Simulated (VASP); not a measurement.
## MnS: equation of state with PBE

The system is MnS.

```
Mn S
1.0
     0.00000    2.56303    2.56303
     2.56303    0.00000    2.56303
     2.56303    2.56303    0.00000
Mn S
1 1
Direct
  0.00000 0.00000 0.00000
  0.50000 0.50000 0.50000
```

```json
{
 "Program": "VASP 6.6.1",
 "Task": "equation of state",
 "Functional": "PBE",
 "Potentials or basis": "VASP PAW PBE potentials, release 64 (Mn_pv, S)",
 "Cutoff": "520 eV",
 "k mesh": "8 × 8 × 8",
 "Occupations": "fermi-dirac, width 0.05 eV",
 "Spin": "collinear spin, ferromagnetic start",
 "Starting moments": "[4.0, 0.0] μB",
 "Ladder": "gaps",
 "Further INCAR settings": "ALGO = Normal; EDIFF = 1e-06"
}
```

```
Equilibrium volume : 16.85 Å³/atom (rough: see the caveat)
Bulk modulus       : 65 GPa (rough)
```

Energy against volume, from the lowest point:
```
volume (Å³/atom)  energy (meV/atom)
          16.163               5.48
          16.500               1.43
          16.837               0.00
          17.174               1.29
          17.510               5.40
```

All runs of the series together: 2.4 min on 1 thread of Intel(R) Xeon(R) Platinum 8259CL CPU @ 2.50GHz (Skylake/Cascade Lake), on a shared host.

Caveat: the fit is doubtful: noisy points or a state that changes with volume.
